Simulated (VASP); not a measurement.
Runs of VASP 6.6.1 on CrCuO2. The structure is trigonal, space group R-3m (No. 166). Conventional cell: a = 2.973 Å, b = 2.973 Å, c = 17.100 Å, α = 90.00°, β = 90.00°, γ = 120.00°. Cr (site symmetry -3m) is surrounded by 6 O at 1.99 Å. Cu (site symmetry -3m) has 2 O at 1.85 Å as nearest neighbours. O (site symmetry 3m) is surrounded by 1 Cu at 1.85 Å and 3 Cr at 1.99 Å. 

```csv
task,cell,by perturbation theory,relax isif,target pressure,gap on the mesh (eV),pressure (GPa),moment (μB)
relaxation of cell and atoms,relaxed,-,-,-,1.19,0.0,3.00
phonons,"R-3m, 10.89 Å³/atom",no,2,-,-,-,3.00
relaxation of cell and atoms,relaxed to 10 GPa,-,-,10 GPa,(a),10.0,3.00
phonons,"R-3m, 11.24 Å³/atom",no,2,-,-,-,3.00
relaxation of cell and atoms,relaxed to 20 GPa,-,-,20 GPa,0.73,20.0,3.00
phonons,"R-3m, 10.59 Å³/atom",no,2,-,-,-,3.00
phonons,"R-3m, 10.09 Å³/atom",no,2,-,-,-,3.00
relaxation of cell and atoms,relaxed to 5 GPa,-,-,5 GPa,1.10,5.0,3.00
```

Alike in all rows: level PBE; potentials or basis VASP PAW PBE potentials, release 64 (Cr_pv, Cu, O); spin collinear, ferromagnetic start; k mesh 8 × 8 × 8; cutoff (eV) 600; smearing fermi-dirac 0.05 eV.

Q: Estimate the missing entries.

A: (a) 0.97.

Caveats: only a ferromagnetic start was run, and an antiferromagnetic order may lie lower in energy; the cell is relaxed towards a set pressure, so the enthalpy falls and the energy may rise (some runs).

A k mesh can miss the band edges.
